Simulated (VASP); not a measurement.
Crystal: C.

```
C
1.0
     2.46100    0.00000    0.00000
    -1.23050    2.13129    0.00000
     0.00000    0.00000    6.70800
C
4
Direct
  0.00000 0.00000 0.25000
  0.33333 0.66667 0.25000
  0.50000 0.00000 0.75000
  0.83333 0.66667 0.75000
```

The cell was built by a generator and needn't be a form met in nature.

Base run:

```yaml
Program: VASP 6.6.1
Functional: SCAN
Potentials_or_basis: VASP PAW PBE potentials, release 64 (C)
Cutoff: 520 eV
k_mesh: 16 × 16 × 4
Occupations: fermi-dirac, width 0.05 eV
Spin: no spin polarisation
```

Its results: band gap on the k mesh 0.22 eV; pressure -2.3 GPa; largest force 0.017 eV/Å.

Question: After a change of settings the same cell gave: band gap on the k mesh 0.18 eV; pressure 1.5 GPa; largest force 0.011 eV/Å. Which change was it?
A. functional from SCAN to r2SCAN; dispersion from none to rVV10
B. functional from SCAN to PBEsol
C. functional from SCAN to r2SCAN
D. functional from SCAN to rev-vdW-DF2

Answer: D.

Caveats: the PAW data sets were made with another functional, which shifts forces and pressure a little.
